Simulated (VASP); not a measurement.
# MoS2 (P6_3/mmc) in VASP: a series of runs

The runs below take MoS2 through single point, with PBE.

Program: VASP 6.6.1. These are calculated values, not measurements. Logs are shortened: lines on timing, memory, paths and dates and some standing lists are left out, and cuts for length are marked.

**Experimental background.**

“Multiwavelength excitation Raman Scattering Analysis of bulk and 2 dimensional MoS2: Vibrational properties of atomically thin MoS2 layers”, 2015, arxiv:1506.03228 reports, for a bulk crystal of MoS2 at 300 K: band gap 1.3 eV (indirect).

The results are compared with them further down.

## 1. Starting point

The structure is hexagonal, space group P6_3/mmc (No. 194). The conventional cell has a = 3.173 Å, b = 3.173 Å, c = 12.436 Å, α = 90.00°, β = 90.00°, γ = 120.00°. Mo (site symmetry -6m2) is surrounded by 6 S at 2.40 Å. S (site symmetry 3m) has 3 Mo at 2.40 Å as nearest neighbours.

## 2. Single point, PBE

Input file INCAR:

```
PREC     = Accurate       # precision mode
ENCUT    = 520            # plane-wave cutoff, eV
EDIFF    = 1E-6           # SCF threshold, eV
ISMEAR   = 0              # smearing method
SIGMA    = 0.01           # smearing width, eV
LREAL    = False          # projectors in reciprocal space
LASPH    = True           # aspherical terms in the spheres
NELM     = 100            # most SCF steps
ALGO     = Fast           # electronic algorithm
ISIF     = 2              # what is computed and relaxed
LWAVE    = False          # write WAVECAR
LCHARG   = False          # write CHGCAR
GGA      = PE             # functional
NBANDS   = 35             # bands
```

Input file KPOINTS:

```
Automatic mesh
0
Gamma
  12 12 2
```

Input file POSCAR:

```
MoS2
1.0
    3.1730194941      0.0000000000      0.0000000000
   -1.5865097470      2.7479154886      0.0000000000
    0.0000000000      0.0000000000     12.4359056939
Mo S
2 4
Direct
    0.3333333333      0.6666666667      0.2500000000
    0.6666666667      0.3333333333      0.7500000000
    0.3333333333      0.6666666667      0.6249005388
    0.6666666667      0.3333333333      0.1249005388
    0.3333333333      0.6666666667      0.8750994612
    0.6666666667      0.3333333333      0.3750994612
```

Potentials or basis: VASP PAW PBE potentials, release 64 (Mo_sv, S).

Launch:

```
> cat potpaw_PBE.64/Mo_sv/POTCAR potpaw_PBE.64/S/POTCAR > POTCAR
> mpirun -np 1 vasp_std > vasp.out
```

OUTCAR:

```text
PREC = Accurate
   ENCUT = 520
   EDIFF = 1E-6
   ISMEAR = 0
   LREAL = False
   LASPH = True
   NELM = 100
   ISIF = 2
   GGA = PE

 ion  position               nearest neighbor table
   1  0.333  0.667  0.250-   4 2.40   6 2.40   4 2.40   6 2.40   4 2.40   6 2.40
   2  0.667  0.333  0.750-   3 2.40   5 2.40   3 2.40   5 2.40   3 2.40   5 2.40
   3  0.333  0.667  0.625-   2 2.40   2 2.40   2 2.40
   4  0.667  0.333  0.125-   1 2.40   1 2.40   1 2.40
   5  0.333  0.667  0.875-   2 2.40   2 2.40   2 2.40
   6  0.667  0.333  0.375-   1 2.40   1 2.40   1 2.40

  LATTYP: Found a hexagonal cell.
 ALAT       =     3.1730194941
 C/A-ratio  =     3.9192654558

  Lattice vectors:

 A1 = (   3.1730194941,   0.0000000000,   0.0000000000)
 A2 = (  -1.5865097470,   2.7479154886,   0.0000000000)
 A3 = (   0.0000000000,   0.0000000000,  12.4359056939)

Analysis of symmetry for initial positions (statically):
=====================================================================
 Subroutine PRICEL returns:
 Original cell was already a primitive cell.

 Routine SETGRP: Setting up the symmetry group for a
 hexagonal supercell.

 Subroutine GETGRP returns: Found 24 space group operations
 (whereof 12 operations were pure point group operations)
 out of a pool of 24 trial point group operations.

The static configuration has the point symmetry D_3d.
 The point group associated with its full space group is D_6h.

Analysis of symmetry for dynamics (positions and initial velocities):
=====================================================================
 Subroutine PRICEL returns:
 Original cell was already a primitive cell.

 Routine SETGRP: Setting up the symmetry group for a
 hexagonal supercell.

 Subroutine GETGRP returns: Found 24 space group operations
 (whereof 12 operations were pure point group operations)
 out of a pool of 24 trial point group operations.

The dynamic configuration has the point symmetry D_3d.
 The point group associated with its full space group is D_6h.

 Subroutine INISYM returns: Found 24 space group operations
 (whereof 12 operations are pure point group operations),
 and found     1 'primitive' translations

----------------------------------------------------------------------------------------

                                     Primitive cell

  volume of cell :     108.4310

  direct lattice vectors                    reciprocal lattice vectors
     3.173019494  0.000000000  0.000000000     0.315157219  0.181956105  0.000000000
    -1.586509747  2.747915489  0.000000000     0.000000000  0.363912211  0.000000000
     0.000000000  0.000000000 12.435905694     0.000000000  0.000000000  0.080412318

  length of vectors
     3.173019494  3.173019494 12.435905694     0.363912211  0.363912211  0.080412318

  position of ions in fractional coordinates (direct lattice)
     0.333333333  0.666666667  0.250000000
     0.666666667  0.333333333  0.750000000
     0.333333333  0.666666667  0.624900539
     0.666666667  0.333333333  0.124900539
     0.333333333  0.666666667  0.875099461
     0.666666667  0.333333333  0.375099461

  ion indices of the primitive-cell ions
   primitive index   ion index
                 1           1
                 2           2
                 3           3
                 4           4
                 5           5
                 6           6

----------------------------------------------------------------------------------------

 KPOINTS: Automatic mesh

Automatic generation of k-mesh.
 Grid dimensions read from file:
 generate k-points for:   12   12    2

 Generating k-lattice:

  Cartesian coordinates                     Fractional coordinates (reciprocal lattice)
     0.026263102  0.015163009  0.000000000     0.083333333 -0.000000000  0.000000000
     0.000000000  0.030326018  0.000000000     0.000000000  0.083333333  0.000000000
     0.000000000  0.000000000  0.040206159     0.000000000  0.000000000  0.500000000

  Length of vectors
     0.030326018  0.030326018  0.040206159

  Shift w.r.t. Gamma in fractional coordinates (k-lattice)
     0.000000000  0.000000000  0.000000000

 Subroutine IBZKPT returns following result:
 ===========================================

 Found     38 irreducible k-points:

 Following reciprocal coordinates:
            Coordinates               Weight
  0.000000  0.000000  0.000000      1.000000
  0.083333 -0.000000  0.000000      6.000000
  0.166667  0.000000  0.000000      6.000000
  0.250000 -0.000000  0.000000      6.000000
  0.333333 -0.000000  0.000000      6.000000
  0.416667  0.000000  0.000000      6.000000
[... 16 lines left out ...]
  0.250000 -0.000000  0.500000      6.000000
  0.333333 -0.000000  0.500000      6.000000
 [... further k-points ...]
   k-points           NKPTS =     38   k-points in BZ     NKDIM =     38   number of bands    NBANDS=     35
   number of dos      NEDOS =    301   number of ions     NIONS =      6
   total plane-waves  NPLWV =  55296
   dimension x,y,z NGX =    24 NGY =   24 NGZ =   96
   dimension x,y,z NGXF=    48 NGYF=   48 NGZF=  192
   ions per type =               2   4
   NGX,Y,Z   is equivalent  to a cutoff of  12.57, 12.57, 12.83 a.u.
   NGXF,Y,Z  is equivalent  to a cutoff of  25.15, 25.15, 25.67 a.u.
 SYSTEM =  unknown system
   PREC   = accura    normal or accurate (medium, high low for compatibility)
   ISTART =      0    job   : 0-new  1-cont  2-samecut
   ICHARG =      2    charge: 1-file 2-atom 10-const
   ISPIN  =      1    spin polarized calculation?
   LNONCOLLINEAR =      F non collinear calculations
   LSORBIT =      F    spin-orbit coupling
   LASPH  =      T    aspherical Exc in radial PAW
   ENCUT  =  520.0 eV  38.22 Ry    6.18 a.u.   5.90  5.90 23.12*2*pi/ulx,y,z
   NELM   =    100;   NELMIN=  2; NELMDL= -5     # of ELM steps
   EDIFF  = 0.1E-05   stopping-criterion for ELM
   LREAL  =      F    real-space projection
   EDIFFG = 0.1E-04   stopping-criterion for IOM
   NSW    =      0    number of steps for IOM
   IBRION =     -1    ionic relax: 0-MD 1-quasi-New 2-CG
   NFREE  =      0    steps in history (QN), initial steepest desc. (CG)
   ISIF   =      2    stress and relaxation
   ISYM   =      2    0-nonsym 1-usesym 2-fastsym
   POTIM  = 0.5000    time-step for ionic-motion
   TEBEG  =    0.0;   TEEND  =   0.0 temperature during run
   PSTRESS=    0.0 pullay stress
   NELECT =      52.0000    total number of electrons
   NUPDOWN=      -1.0000    fix difference up-down
   EMIN   =  10.00;   EMAX   =-10.00  energy-range for DOS
   EFERMI =   0.00;   METHOD = LEGACY
   ISMEAR =     0;   SIGMA  =   0.01  broadening in eV -4-tet -1-fermi 0-gaus
   EFERMI_NEDOS =   21; number of points for ismear=-14 and -15
   IALGO  =     68    algorithm
   IMIX   =      4    mixing-type and parameters
     AMIX     =   0.40;   BMIX     =  1.00
     AMIX_MAG =   1.60;   BMIX_MAG =  1.00
  volume/ion in A,a.u.               =      18.07       121.95
  Fermi-wavevector in a.u.,A,eV,Ry     =   1.281420  2.421532 22.341266  1.642037
  Thomas-Fermi vector in A             =   2.413791
   LORBIT       =      0    0 simple, 1 ext, 2 COOP (PROOUT), +10 PAW based schemes
   GGA     = PE    functional components
   LHFCALC =     F    Hartree Fock is set to
   AEXX    =    0.0000 exact exchange contribution
   IVDW    =     0    specifies the selected vdW correction
   LEPSILON=     F    determine dielectric tensor
   LRPA    =     F    only Hartree local field effects (RPA)
 non-spin polarized calculation
 RMM-DIIS sequential band-by-band and
 Gauss-broadening in eV      SIGMA  =   0.01
  energy-cutoff  :      520.00
  volume of cell :      108.43
 maximum number of plane-waves:      2944
 NGX is ok and might be reduce to    24
   NGX = 11   NGY = 11   NGZ = 47

 number of electron      51.9999999 magnetization

 Free energy of the ion-electron system (eV)
  ---------------------------------------------------
  ext. energy  EPLUGINS =         0.00000000
  ---------------------------------------------------
  free energy    TOTEN  =       -43.63261732 eV

  energy without entropy =      -43.63261732  energy(sigma->0) =      -43.63261732

 E-fermi :   7.4686     XC(G=0): -10.7283

 val. band max:        7.3324029393   @ k =   0.0000   0.0000   0.0000
 cond. band min:       8.2840956661   @ k =   0.1667   0.1667   0.0000
 fundamental gap:      0.9516927268
 Fermi energy:         7.4685757354

 k-point     1 :       0.0000    0.0000    0.0000
  band No.  band energies     occupation
      1     -54.1698      2.00000
      2     -54.1698      2.00000
      3     -28.3187      2.00000
      4     -28.3186      2.00000
      5     -28.1058      2.00000
      6     -28.1058      2.00000
[... 27 lines left out ...]
     34       9.7911      0.00000
     35      12.9708      0.00000

 k-point     2 :       0.0833   -0.0000    0.0000
  band No.  band energies     occupation
      1     -54.1672      2.00000
      2     -54.1672      2.00000
      3     -28.3135      2.00000
      4     -28.3135      2.00000
      5     -28.1322      2.00000
      6     -28.1322      2.00000
[... 27 lines left out ...]
     34       9.6832      0.00000
     35      13.4256      0.00000

 k-point     3 :       0.1667    0.0000    0.0000
  band No.  band energies     occupation
      1     -54.1601      2.00000
      2     -54.1601      2.00000
      3     -28.2993      2.00000
      4     -28.2993      2.00000
      5     -28.2040      2.00000
      6     -28.2040      2.00000
[... 27 lines left out ...]
     34      10.1172      0.00000
     35      14.5441      0.00000

 k-point     4 :       0.2500   -0.0000    0.0000
  band No.  band energies     occupation
      1     -54.1503      2.00000
      2     -54.1503      2.00000
      3     -28.3007      2.00000
      4     -28.3007      2.00000
      5     -28.2799      2.00000
      6     -28.2799      2.00000
[... 27 lines left out ...]
     34      10.5919      0.00000
     35      14.9648      0.00000

 k-point     5 :       0.3333   -0.0000    0.0000
  band No.  band energies     occupation
      1     -54.1405      2.00000
      2     -54.1405      2.00000
      3     -28.3960      2.00000
      4     -28.3960      2.00000
      5     -28.2604      2.00000
      6     -28.2603      2.00000
[... 638 lines left out ...]
 k-point    22 :       0.1667    0.0000    0.5000
  band No.  band energies     occupation
      1     -54.1601      2.00000
      2     -54.1601      2.00000
      3     -28.2993      2.00000
      4     -28.2993      2.00000
      5     -28.2040      2.00000
      6     -28.2040      2.00000
[... 27 lines left out ...]
     34      10.0663      0.00000
     35      14.4837      0.00000

 k-point    23 :       0.2500   -0.0000    0.5000
  band No.  band energies     occupation
      1     -54.1503      2.00000
      2     -54.1503      2.00000
      3     -28.3007      2.00000
      4     -28.3007      2.00000
      5     -28.2799      2.00000
      6     -28.2799      2.00000
[... 27 lines left out ...]
     34      10.4964      0.00000
     35      14.7675      0.00000

 k-point    24 :       0.3333   -0.0000    0.5000
  band No.  band energies     occupation
      1     -54.1405      2.00000
      2     -54.1405      2.00000
      3     -28.3960      2.00000
      4     -28.3960      2.00000
      5     -28.2604      2.00000
      6     -28.2604      2.00000
[... 27 lines left out ...]
     34      10.8074      0.00000
     35      14.1133      0.00000

 [... further k-points ...]

------------------------ aborting loop because EDIFF is reached ----------------------------------------

  FORCE on cell =-STRESS in cart. coord.  units (eV):
  Direction    XX          YY          ZZ          XY          YZ          ZX
  --------------------------------------------------------------------------------------
  -------------------------------------------------------------------------------------
  Total        1.2229364      1.2229364      2.1337788      0.0000000      0.0000000      0.0000000
  in kB       18.0701152     18.0701152     31.5287275      0.0000000      0.0000000      0.0000000
  external PRESSURE =      22.5563193 kB  Pullay stress =       0.0000000 kB

 VOLUME and BASIS-vectors are now :
 -----------------------------------------------------------------------------
  energy-cutoff  :      520.00
  volume of cell :      108.43
      direct lattice vectors                 reciprocal lattice vectors
     3.173019494  0.000000000  0.000000000     0.315157219  0.181956105  0.000000000
    -1.586509747  2.747915489  0.000000000     0.000000000  0.363912211  0.000000000
     0.000000000  0.000000000 12.435905694     0.000000000  0.000000000  0.080412318

 POSITION                                       TOTAL-FORCE (eV/Angst)
 -----------------------------------------------------------------------------------
     -0.00000      1.83194      3.10898        -0.000000      0.000000      0.000000
      1.58651      0.91597      9.32693         0.000000     -0.000000      0.000000
     -0.00000      1.83194      7.77120        -0.000000     -0.000000     -0.098826
      1.58651      0.91597      1.55325         0.000000     -0.000000     -0.098826
     -0.00000      1.83194     10.88265        -0.000000      0.000000      0.098826
      1.58651      0.91597      4.66470         0.000000     -0.000000      0.098826
 -----------------------------------------------------------------------------------
    total drift:                                0.000000     -0.000000      0.000000

  FREE ENERGIE OF THE ION-ELECTRON SYSTEM (eV)
  ---------------------------------------------------
  free  energy   TOTEN  =       -43.6326173209 eV

  energy  without entropy=      -43.6326173209  energy(sigma->0) =      -43.63261732
```

Run time: 2.8 min. Hardware: 1 thread of AMD EPYC 7R13 (Zen 3), shared host; peak memory 0.26 GiB.

Results:

* Free energy: -43.6326 eV
* Pressure: 2.3 GPa
* Largest force: 0.099 eV/Å
* Band gap on the k mesh: 0.95 eV, indirect (least direct gap 1.64 eV)

Forces in eV/Å, atoms in the order of the input:
```
Mo   0.000  0.000  0.000
Mo   0.000  0.000  0.000
S    0.000  0.000 -0.099
S    0.000  0.000 -0.099
S    0.000  0.000  0.099
S    0.000  0.000  0.099
```

Caveat: this functional lacks dispersion, which binds the layers, so the pressure and a relaxed spacing across them are unreliable.

## 3. Single point, PBE

Input file INCAR:

```
SYSTEM = MoS2
PREC     = Accurate       ! precision mode
ENCUT    = 520            ! plane-wave cutoff, eV
EDIFF    = 1E-7           ! SCF threshold, eV
ISMEAR   = 0              ! smearing method
SIGMA    = 0.01           ! smearing width, eV
LREAL    = .FALSE.        ! projectors in reciprocal space
LASPH    = .TRUE.         ! aspherical terms in the spheres
NELM     = 100            ! most SCF steps
ALGO     = Fast           ! electronic algorithm
ISIF     = 2              ! what is computed and relaxed
LWAVE    = .FALSE.        ! write WAVECAR
LCHARG   = .FALSE.        ! write CHGCAR
GGA      = PE             ! functional
NBANDS   = 35             ! bands
```

Input file KPOINTS:

```
regular mesh
0
G
  12 12 2
  0 0 0
```

POSCAR is that of step 2.

Potentials or basis: VASP PAW PBE potentials, release 64 (Mo_sv, S).

Launch:

```
> cat potpaw_PBE.64/Mo_sv/POTCAR potpaw_PBE.64/S/POTCAR > POTCAR
> mpirun -np 1 vasp_std > vasp.out
```

It took 3.7 min on 1 thread of AMD EPYC 7R13 (Zen 3), shared host; peak memory 0.26 GiB.

Results (log left out):

```
Free energy            : -43.6326 eV
Pressure               : 2.3 GPa
Largest force          : 0.098 eV/Å
Band gap on the k mesh : 0.95 eV, indirect (least direct gap 1.64 eV)
```

Forces in eV/Å, atoms in the order of the input:
```
Mo   0.000  0.000  0.000
Mo   0.000  0.000  0.000
S    0.000  0.000 -0.098
S    0.000  0.000 -0.098
S    0.000  0.000  0.098
S    0.000  0.000  0.098
```

Stress tensor (GPa, compression positive):
```
1.81 0.00 0.00
0.00 1.81 0.00
0.00 0.00 3.15
```

Levels at points of the mesh, in eV from the valence-band top:
```tsv
k point	band 24	band 25	band 26	band 27	band 28	band 29
(0.00, 0.00, 0.00)	-1.25	-1.08	0.00	2.11	2.11	2.14
(0.50, 0.00, 0.00)	-1.56	-1.37	-1.26	1.60	1.64	2.02
(0.00, 0.00, 0.50)	-2.18	-0.27	-0.27	2.12	2.12	2.12
(0.50, 0.00, 0.50)	-1.65	-1.31	-1.31	1.62	1.62	2.15
```

Caveat: this functional lacks dispersion, which binds the layers, so the pressure and a relaxed spacing across them are unreliable.

## 4. Against experiment

Step 2. Against the measured gap of MoS2, 1.3 eV (indirect; 300 K; “Multiwavelength excitation Raman Scattering Analysis of bulk and 2 dimensional MoS2: Vibrational properties of atomically thin MoS2 layers”, 2015, arxiv:1506.03228), the calculated 0.95 eV is off by -0.35 eV. Spin-orbit coupling on Mo is left out. The value is that of PBE on a finite k mesh, which can miss the band edges, without temperature or zero-point motion. Semilocal functionals fall short of measured gaps as a rule.

Step 3. Measured gap of MoS2: 1.3 eV (indirect; 300 K; “Multiwavelength excitation Raman Scattering Analysis of bulk and 2 dimensional MoS2: Vibrational properties of atomically thin MoS2 layers”, 2015, arxiv:1506.03228). This calculation gives 0.95 eV (-0.35 eV). Spin-orbit coupling on Mo is left out. The value is that of PBE on a finite k mesh, which can miss the band edges, without temperature or zero-point motion. Semilocal functionals fall short of measured gaps as a rule.
